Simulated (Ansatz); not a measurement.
Crystal: CdSe.

```
Cd Se
1.0
     0.00000    3.07027    3.07027
     3.07027    0.00000    3.07027
     3.07027    3.07027    0.00000
Cd Se
1 1
Direct
  0.00000 0.00000 0.00000
  0.25000 0.25000 0.25000
```

Measurements of this composition are mostly on another form, of space group No. 186.

| Property | Result |
| --- | --- |
| Program | Ansatz 0.2.0 |
| Task | relaxation of cell and atoms |
| Functional | LDA |
| Potentials or basis | Ansatz PAW |
| Cutoff | 420 eV (not typed: the program's choice for these potentials) |
| k mesh | 8 × 8 × 8 |
| Occupations | fermi-dirac, width 0.05 eV |
| Spin | no spin polarisation |

At the start: volume 28.94 Å³/atom.

**Question.** How do energy, volume and symmetry change on relaxing?

**Answer.** It ends after 5 steps and the volume is 27.11 Å³/atom (-6.3 %); space group F-43m (No. 216, to 0.05 Å).

Step by step:
| step | energy change (eV) | largest force (eV/Å) | volume (Å³) |
| --- | --- | --- | --- |
| 1 | 0.0000 | 0.0000 | 57.88 |
| 2 | -0.0354 | 0.0000 | 52.99 |
| 3 | -0.0403 | 0.0000 | 54.36 |
| 4 | -0.0404 | 0.0000 | 54.21 |
| 5 | -0.0398 | 0.0000 | 54.21 |

Final structure:
```
Cd Se
1.0
     0.00000    3.00392    3.00392
     3.00392    0.00000    3.00392
     3.00392    3.00392    0.00000
Cd Se
1 1
Direct
  0.00000 0.00000 0.00000
  0.25000 0.25000 0.25000
```

Caveat: the plane-wave basis is chosen anew once the cell has moved, so the energies of steps on either side of that aren't comparable; the PAW data sets come from PBE, with cores solved anew for the run's functional, which leaves a small shift of forces and pressure.
